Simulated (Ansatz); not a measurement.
# Energy landscape near a Ta structure

Computed with Ansatz, DFT PBE, scalar-relativistic, plane waves, PAW.

Plane waves to 420 eV, a k mesh through Γ of 18×18×18 on the computed 1-atom cell and Gaussian smearing (0.10 eV); no spin polarisation.

Reference cell:

```xyz
1
Lattice="-1.6513 1.6513 1.6513 1.6513 -1.6513 1.6513 1.6513 1.6513 -1.6513" Properties=species:S:1:pos:R:3 pbc="T T T"
Ta    0.0000    0.0000    0.0000
```

Each variant moves atoms of this cell by the vectors given, if any (Å), and then applies a symmetric strain (tensor components, Cartesian axes). The reference cell isn't relaxed at this level. Energies are per atom at zero smearing, counted from the lowest variant. Pressure is positive in compression.

1. strain (xx yy zz yz xz xy, %) 1.46 1.46 1.46 0.00 0.00 0.00
2. strain (xx yy zz yz xz xy, %) -3.33 -3.33 -3.33 6.00 6.00 -6.00
3. strain (xx yy zz yz xz xy, %) 3.75 3.75 3.75 -6.00 6.00 6.00
4. strain (xx yy zz yz xz xy, %) 3.30 3.30 3.30 0.00 0.00 0.00
5. strain (xx yy zz yz xz xy, %) 2.72 2.72 2.72 0.00 0.00 0.00
6. strain (xx yy zz yz xz xy, %) 3.51 3.51 3.51 0.00 0.00 0.00

```csv
result,ΔE (meV/atom),P (GPa)
A,37.4,-11.30
B,203.2,-10.62
C,63.6,-13.75
D,0.0,-5.32
E,74.4,-14.59
F,479.2,39.08
```

**Question.** Which variant gave which result?

**Answer.** A is 5, B is 3, C is 4, D is 1, E is 6, F is 2.

Spin–orbit coupling is left out, which can shift energies with elements as heavy as these.